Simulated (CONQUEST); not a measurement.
The system is RbBr.

```
CELL_PARAMETERS angstrom
4.12608 0.00000 0.00000
0.00000 4.12608 0.00000
0.00000 0.00000 4.12608
ATOMIC_POSITIONS crystal
Rb 0.00000 0.00000 0.00000
Br 0.50000 0.50000 0.50000
```

The cell comes from a database or a generator and needn't be the stable form of this composition.

| Property | Result |
| --- | --- |
| Program | CONQUEST 1.3 |
| Task | single point |
| Functional | PBE |
| Potentials or basis | PseudoDojo NC PBE, DZP, grid cutoff 120 Ha |
| k mesh | 7 × 7 × 7 |
| Occupations | fermi-dirac, width 0.05 eV |
| Spin | no spin polarisation |

On this cell: pressure 0.6 GPa; largest force zero by symmetry; band gap on the k mesh 4.18 eV, indirect (least direct gap 4.30 eV).

The same run follows on a disturbed copy (atoms moved at random, drawn with an rms of 0.05 Å):

```xyz
2
Lattice="4.1261 0.0000 0.0000 0.0000 4.1261 0.0000 0.0000 0.0000 4.1261" Properties=species:S:1:pos:R:3 pbc="T T T"
Rb    4.0955    0.0219    0.0289
Br    2.0815    2.0890    2.0976
```

Question: What changes?

Answer: The energy moves by +0.6 meV/atom; pressure 0.6 GPa; largest force 0.051 eV/Å; band gap on the k mesh 4.18 eV, indirect (least direct gap 4.30 eV).

Forces in eV/Å, atoms in the order of the input:
```
Rb   0.051 -0.003  0.000
Br  -0.044 -0.004 -0.006
```

Caveats: an odd mesh through Γ misses points on the zone boundary, where band edges often lie; the basis of atomic orbitals isn't converged, which shifts pressures, moduli and gaps.
